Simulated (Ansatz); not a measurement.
# PtSe2 (fluorite type): the cost of one run

Method: DFT PBE, scalar-relativistic, in Ansatz 0.2.0.

### 1 The structure to begin with

It takes space group Fm-3m (No. 225, cubic). Conventional cell: a = 5.780 Å, b = 5.780 Å, c = 5.780 Å, α = 90.00°, β = 90.00°, γ = 90.00°. Pt (site symmetry m-3m) is surrounded by 8 Se at 2.50 Å. Around Se (site symmetry -43m) lie 4 Pt at 2.50 Å.

Coordinates:

```xyz
3
Lattice="0.0000 2.8900 2.8900 2.8900 0.0000 2.8900 2.8900 2.8900 0.0000" Properties=species:S:1:pos:R:3 pbc="T T T"
Pt    0.0000    0.0000    0.0000
Se    1.4450    1.4450    1.4450
Se    4.3350    4.3350    4.3350
```

Atoms are numbered in the order of the input: Pt1, Se2, Se3.

### 2 Relaxing the guess with PAW

Input file input.yaml:

```yaml
crystal:
  lattice:
    - [0.0, 2.8899693431, 2.8899693431]
    - [2.8899693431, 0.0, 2.8899693431]
    - [2.8899693431, 2.8899693431, 0.0]
  atoms:
    - { symbol: Pt, position: [0.0, 0.0, 0.0] }
    - { symbol: Se, position: [0.25, 0.25, 0.25] }
    - { symbol: Se, position: [0.75, 0.75, 0.75] }
kpoints:
  mp_grid: { grid: [10, 10, 10] }
scf:
  occupations: { method: fermi_dirac, width: 0.05 }
hamiltonian:
  xc: pbe
  pseudopotentials: { kind: paw }
output:
  forces: true
  stress: true
  write_density: true
  write_potential: true
  elf: true
  volumetric_format: npy
relax:
  f_tol: 0.005
  max_steps: 80
  cell: {}
```

Started as:

```
ansatz run input.yaml --threads 1 --pin off --max-ram 4096MiB --backend cpu --events-out ev --progress --plain --runs-dir out
```

What time and memory should one allow on 1 thread of Arm Neoverse V2, shared host?

About 27 s, with a peak of 0.38 GiB.
